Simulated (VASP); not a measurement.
# KF (Carobbiite) (Fm-3m) in VASP: a series of runs, part 2 of 2

VASP 6.6.1. The steps go on from the part before.

## 3. Relaxation of the atoms, PBEsol (a relaxed cell with its volume scaled by 0.98)

Input file INCAR:

```
SYSTEM = KF
  ALGO = Normal
  EDIFF = 1E-7
  EDIFFG = -0.01
  ENCUT = 600
  GGA = PS
  IBRION = 2
  ISIF = 2
  ISMEAR = 0
  LASPH = .TRUE.
  LCHARG = .FALSE.
  LREAL = .FALSE.
  LWAVE = .FALSE.
  NELM = 80
  NSW = 40
  PREC = Accurate
  SIGMA = 0.03
```

Input file KPOINTS:

```
k-points
0
G
  10 10 10
  0 0 0
```

Input file POSCAR:

```
KF                                      
1.0
   -0.0000000000      2.6371508047      2.6371508047
    2.6371508047      0.0000000000      2.6371508047
    2.6371508047      2.6371508047      0.0000000000
  K               F             
     1     1
Direct
     0.0000000000000000    0.0000000000000000    1.0000000000000000
     0.5000000000000000    0.5000000000000000    0.5000000000000000
```

Potentials or basis: VASP PAW PBE potentials, release 64 (K_sv, F).

Run with:

```sh
$ cat potpaw_PBE.64/K_sv/POTCAR potpaw_PBE.64/F/POTCAR > POTCAR
$ mpirun -np 1 vasp_std > vasp.out
```

OUTCAR:

```text
SYSTEM = KF
   EDIFF = 1E-7
   EDIFFG = -0.01
   ENCUT = 600
   GGA = PS
   IBRION = 2
   ISIF = 2
   ISMEAR = 0
   LASPH = .TRUE.
   LREAL = .FALSE.
   NELM = 80
   NSW = 40
   PREC = Accurate

 ion  position               nearest neighbor table
   1  0.000  0.000  0.000-   2 2.64   2 2.64   2 2.64   2 2.64   2 2.64   2 2.64
   2  0.500  0.500  0.500-   1 2.64   1 2.64   1 2.64   1 2.64   1 2.64   1 2.64

  LATTYP: Found a face centered cubic cell.
 ALAT       =     5.2743016094

  Lattice vectors:

 A1 = (   0.0000000000,   2.6371508047,   2.6371508047)
 A2 = (   2.6371508047,   0.0000000000,   2.6371508047)
 A3 = (   2.6371508047,   2.6371508047,   0.0000000000)

Analysis of symmetry for initial positions (statically):
=====================================================================
 Subroutine PRICEL returns:
 Original cell was already a primitive cell.

 Routine SETGRP: Setting up the symmetry group for a
 face centered cubic supercell.

 Subroutine GETGRP returns: Found 48 space group operations
 (whereof 48 operations were pure point group operations)
 out of a pool of 48 trial point group operations.

The static configuration has the point symmetry O_h .

Analysis of symmetry for dynamics (positions and initial velocities):
=====================================================================
 Subroutine PRICEL returns:
 Original cell was already a primitive cell.

 Routine SETGRP: Setting up the symmetry group for a
 face centered cubic supercell.

 Subroutine GETGRP returns: Found 48 space group operations
 (whereof 48 operations were pure point group operations)
 out of a pool of 48 trial point group operations.

The dynamic configuration has the point symmetry O_h .

 Subroutine INISYM returns: Found 48 space group operations
 (whereof 48 operations are pure point group operations),
 and found     1 'primitive' translations

[... 122 lines left out ...]
   IVDW    =     0    specifies the selected vdW correction
   LEPSILON=     F    determine dielectric tensor
   LRPA    =     F    only Hartree local field effects (RPA)
 conjugate gradient relaxation of ions
 non-spin polarized calculation
 Gauss-broadening in eV      SIGMA  =   0.03
  energy-cutoff  :      600.00
  volume of cell :       36.68
 maximum number of plane-waves:      1243
 NGX is ok and might be reduce to    30
   NGX = 15   NGY = 15   NGZ = 15

 number of electron      16.0000008 magnetization

 Free energy of the ion-electron system (eV)
  ---------------------------------------------------
  ext. energy  EPLUGINS =         0.00000000
  ---------------------------------------------------
  free energy    TOTEN  =        -8.51915333 eV

  energy without entropy =       -8.51915333  energy(sigma->0) =       -8.51915333

 E-fermi :  -2.6684     XC(G=0):  -8.7998

 val. band max:       -2.8051448515   @ k =   0.0000   0.0000   0.0000
 cond. band min:       3.4250918353   @ k =   0.0000   0.0000   0.0000
 fundamental gap:      6.2302366869
 Fermi energy:        -2.6684001624

 k-point     1 :       0.0000    0.0000    0.0000
  band No.  band energies     occupation
      1     -28.6615      2.00000
      2     -21.3551      2.00000
      3     -11.9419      2.00000
      4     -11.9419      2.00000
      5     -11.9419      2.00000
      6      -2.8051      2.00000
      7      -2.8051      2.00000
      8      -2.8051      2.00000
      9       3.4251      0.00000
     10       7.9336      0.00000
     11       7.9336      0.00000
     12       7.9336      0.00000
[... 331 lines left out ...]
 k-point    24 :       0.4000    0.3000    0.0000
  band No.  band energies     occupation
      1     -28.5435      2.00000
      2     -21.4042      2.00000
      3     -12.3578      2.00000
      4     -12.1398      2.00000
      5     -12.1263      2.00000
      6      -3.2327      2.00000
      7      -2.9118      2.00000
      8      -2.8885      2.00000
      9       5.8293      0.00000
     10       6.5915      0.00000
     11       9.4457      0.00000
     12      10.3769      0.00000

 [... further k-points ...]

------------------------ aborting loop because EDIFF is reached ----------------------------------------

  FORCE on cell =-STRESS in cart. coord.  units (eV):
  Direction    XX          YY          ZZ          XY          YZ          ZX
  --------------------------------------------------------------------------------------
  -------------------------------------------------------------------------------------
  Total        0.1577436      0.1577436      0.1577436     -0.0000000     -0.0000000     -0.0000000
  in kB        6.8901312      6.8901312      6.8901312     -0.0000000     -0.0000000     -0.0000000
  external PRESSURE =       6.8901312 kB  Pullay stress =       0.0000000 kB

 VOLUME and BASIS-vectors are now :
 -----------------------------------------------------------------------------
  energy-cutoff  :      600.00
  volume of cell :       36.68
      direct lattice vectors                 reciprocal lattice vectors
     0.000000000  2.637150805  2.637150805    -0.189598562  0.189598562  0.189598562
     2.637150805  0.000000000  2.637150805     0.189598562 -0.189598562  0.189598562
     2.637150805  2.637150805  0.000000000     0.189598562  0.189598562 -0.189598562

 POSITION                                       TOTAL-FORCE (eV/Angst)
 -----------------------------------------------------------------------------------
      0.00000      0.00000      0.00000        -0.000000      0.000000     -0.000000
      2.63715      2.63715      2.63715         0.000000     -0.000000      0.000000
 -----------------------------------------------------------------------------------
    total drift:                                0.000000      0.000000      0.000000

  FREE ENERGIE OF THE ION-ELECTRON SYSTEM (eV)
  ---------------------------------------------------
  free  energy   TOTEN  =        -8.5191533250 eV

  energy  without entropy=       -8.5191533250  energy(sigma->0) =       -8.51915333

 reached required accuracy - stopping structural energy minimisation
```

OSZICAR:

```text
N       E                     dE             d eps       ncg     rms          rms(c)
DAV:   1     0.125091961299E+03    0.12509E+03   -0.92365E+03  1136   0.145E+03
DAV:   2    -0.427532853496E+01   -0.12937E+03   -0.11682E+03  1424   0.343E+02
DAV:   3    -0.949055987281E+01   -0.52152E+01   -0.51820E+01  1432   0.655E+01
DAV:   4    -0.963307057171E+01   -0.14251E+00   -0.14238E+00  1700   0.959E+00
DAV:   5    -0.963473954973E+01   -0.16690E-02   -0.16688E-02  1428   0.106E+00    0.595E+00
DAV:   6    -0.855378255256E+01    0.10810E+01   -0.37281E+00  1240   0.180E+01    0.414E+00
DAV:   7    -0.852339735948E+01    0.30385E-01   -0.12410E-01  1520   0.324E+00    0.250E+00
DAV:   8    -0.851711439022E+01    0.62830E-02   -0.52022E-02  1228   0.274E+00    0.220E-01
DAV:   9    -0.851861238933E+01   -0.14980E-02   -0.70536E-03  1528   0.717E-01    0.120E-01
DAV:  10    -0.851896484545E+01   -0.35246E-03   -0.87367E-04  1348   0.299E-01    0.680E-02
DAV:  11    -0.851916652557E+01   -0.20168E-03   -0.38572E-04  1204   0.159E-01    0.239E-02
DAV:  12    -0.851915378046E+01    0.12745E-04   -0.79790E-05  1424   0.809E-02    0.788E-03
DAV:  13    -0.851915336799E+01    0.41247E-06   -0.50745E-06  1248   0.232E-02    0.244E-03
DAV:  14    -0.851915332505E+01    0.42944E-07   -0.62205E-07  1420   0.703E-03
   1 F= -.85191533E+01 E0= -.85191533E+01  d E =-.851915E+01
```

CONTCAR:

```text
KF
   1.00000000000000
     0.0000000000000000    2.6371508047000001    2.6371508047000001
     2.6371508047000001    0.0000000000000000    2.6371508047000001
     2.6371508047000001    2.6371508047000001    0.0000000000000000
  K               F
     1     1
Direct
     0.0000000000000000    0.0000000000000000    0.0000000000000000
     0.5000000000000000    0.5000000000000000    0.5000000000000000

  0.00000000E+00  0.00000000E+00  0.00000000E+00
  0.00000000E+00  0.00000000E+00  0.00000000E+00
```

It took 12 s on 1 thread of Intel Xeon 6975P-C (Granite Rapids), shared host; peak memory 0.18 GiB.

What came out:

* Free energy: -8.5192 eV
* Pressure after relaxing: 0.7 GPa
* Band gap on the k mesh: 6.23 eV, direct

Final structure:
```
K F
1.0
     0.00000    2.63715    2.63715
     2.63715    0.00000    2.63715
     2.63715    2.63715    0.00000
K F
1 1
Direct
  0.00000 0.00000 0.00000
  0.50000 0.50000 0.50000
```

Levels at points of the mesh, in eV from the valence-band top:
```tsv
k point	band 4	band 5	band 6	band 7	band 8	band 9	band 10	band 11	band 12
(0.00, 0.00, 0.00)	-9.14	-9.14	0.00	0.00	0.00	6.23	10.74	10.74	10.74
(0.50, 0.00, 0.00)	-9.18	-9.18	-0.86	-0.39	-0.39	9.13	10.75	12.23	12.23
(0.50, 0.50, 0.00)	-9.38	-9.38	-0.19	-0.05	-0.05	8.12	10.45	11.97	13.81
```

Caveat: the relaxation stopped at its first step, so nothing moved; the PAW data sets were made with another functional, which shifts forces and pressure a little. A k mesh can miss the band edges.

## 4. Relaxation of the atoms, PBEsol

INCAR is that of step 3.

KPOINTS is that of step 3.

Input file POSCAR:

```
KF                                      
1.0
   -0.0000000000      2.6549699318      2.6549699318
    2.6549699318      0.0000000000      2.6549699318
    2.6549699318      2.6549699318      0.0000000000
  K               F             
     1     1
Direct
     0.0000000000000000    0.0000000000000000    1.0000000000000000
     0.5000000000000000    0.5000000000000000    0.5000000000000000
```

Potentials or basis: VASP PAW PBE potentials, release 64 (K_sv, F).

Run with:

```sh
$ cat potpaw_PBE.64/K_sv/POTCAR potpaw_PBE.64/F/POTCAR > POTCAR
$ mpirun -np 1 vasp_std > vasp.out
```

OUTCAR:

```text
SYSTEM = KF
   EDIFF = 1E-7
   EDIFFG = -0.01
   ENCUT = 600
   GGA = PS
   IBRION = 2
   ISIF = 2
   ISMEAR = 0
   LASPH = .TRUE.
   LREAL = .FALSE.
   NELM = 80
   NSW = 40
   PREC = Accurate

 ion  position               nearest neighbor table
   1  0.000  0.000  0.000-   2 2.65   2 2.65   2 2.65   2 2.65   2 2.65   2 2.65
   2  0.500  0.500  0.500-   1 2.65   1 2.65   1 2.65   1 2.65   1 2.65   1 2.65

  LATTYP: Found a face centered cubic cell.
 ALAT       =     5.3099398636

  Lattice vectors:

 A1 = (   0.0000000000,   2.6549699318,   2.6549699318)
 A2 = (   2.6549699318,   0.0000000000,   2.6549699318)
 A3 = (   2.6549699318,   2.6549699318,   0.0000000000)

Analysis of symmetry for initial positions (statically):
=====================================================================
 Subroutine PRICEL returns:
 Original cell was already a primitive cell.

 Routine SETGRP: Setting up the symmetry group for a
 face centered cubic supercell.

 Subroutine GETGRP returns: Found 48 space group operations
[... 180 lines left out ...]
      4     -12.0675      2.00000
      5     -12.0675      2.00000
      6      -2.8598      2.00000
      7      -2.8598      2.00000
      8      -2.8598      2.00000
      9       3.2668      0.00000
     10       7.8267      0.00000
     11       7.8267      0.00000
     12       7.8267      0.00000
[... 331 lines left out ...]
 k-point    24 :       0.4000    0.3000    0.0000
  band No.  band energies     occupation
      1     -28.6629      2.00000
      2     -21.4413      2.00000
      3     -12.4591      2.00000
      4     -12.2534      2.00000
      5     -12.2405      2.00000
      6      -3.2834      2.00000
      7      -2.9676      2.00000
      8      -2.9448      2.00000
      9       5.7535      0.00000
     10       6.4059      0.00000
     11       9.2720      0.00000
     12      10.2158      0.00000

 [... further k-points ...]

------------------------ aborting loop because EDIFF is reached ----------------------------------------

  FORCE on cell =-STRESS in cart. coord.  units (eV):
  Direction    XX          YY          ZZ          XY          YZ          ZX
  --------------------------------------------------------------------------------------
  -------------------------------------------------------------------------------------
  Total       -0.0061930     -0.0061930     -0.0061930     -0.0000000      0.0000000      0.0000000
  in kB       -0.2650939     -0.2650939     -0.2650939     -0.0000000      0.0000000      0.0000000
  external PRESSURE =      -0.2650939 kB  Pullay stress =       0.0000000 kB

 VOLUME and BASIS-vectors are now :
 -----------------------------------------------------------------------------
  energy-cutoff  :      600.00
  volume of cell :       37.43
      direct lattice vectors                 reciprocal lattice vectors
     0.000000000  2.654969932  2.654969932    -0.188326050  0.188326050  0.188326050
     2.654969932  0.000000000  2.654969932     0.188326050 -0.188326050  0.188326050
     2.654969932  2.654969932  0.000000000     0.188326050  0.188326050 -0.188326050

 POSITION                                       TOTAL-FORCE (eV/Angst)
 -----------------------------------------------------------------------------------
      0.00000      0.00000      0.00000         0.000000     -0.000000      0.000000
      2.65497      2.65497      2.65497        -0.000000      0.000000     -0.000000
 -----------------------------------------------------------------------------------
    total drift:                                0.000000      0.000000      0.000000

  FREE ENERGIE OF THE ION-ELECTRON SYSTEM (eV)
  ---------------------------------------------------
  free  energy   TOTEN  =        -8.5216946760 eV

  energy  without entropy=       -8.5216946760  energy(sigma->0) =       -8.52169468

 reached required accuracy - stopping structural energy minimisation
```

It took 12 s on 1 thread of Intel Xeon 6975P-C (Granite Rapids), shared host; peak memory 0.18 GiB.

Results:

```
Free energy             : -8.5217 eV
Pressure after relaxing : 0.0 GPa
Band gap on the k mesh  : 6.13 eV, direct
```

Final structure:
```yaml
crystal:
  lattice:
    - [0.00000, 2.65497, 2.65497]
    - [2.65497, 0.00000, 2.65497]
    - [2.65497, 2.65497, 0.00000]
  atoms:
    - { symbol: K, position: [0.00000, 0.00000, 0.00000] }
    - { symbol: F, position: [0.50000, 0.50000, 0.50000] }
```

Caveat: the relaxation stopped at its first step, so nothing moved; the PAW data sets were made with another functional, which shifts forces and pressure a little.

## 5. Overview

```tsv
cell	gap on the mesh (eV)	pressure (GPa)
atoms relaxed from: a relaxed cell with its volume scaled by 0.96	6.34	1.5
atoms relaxed from: a relaxed cell with its volume scaled by 0.98	6.23	0.7
atoms relaxed	6.13	0.0
```

Alike in all rows: task relaxation of the atoms; level PBEsol; potentials or basis VASP PAW PBE potentials, release 64 (K_sv, F); no spin polarisation; k mesh 10 × 10 × 10; cutoff (eV) 600; smearing gaussian 0.03 eV.

Caveats: the relaxation stopped at its first step, so nothing moved; the PAW data sets were made with another functional, which shifts forces and pressure a little.

Absolute energies hang on the potentials; compare differences alone.
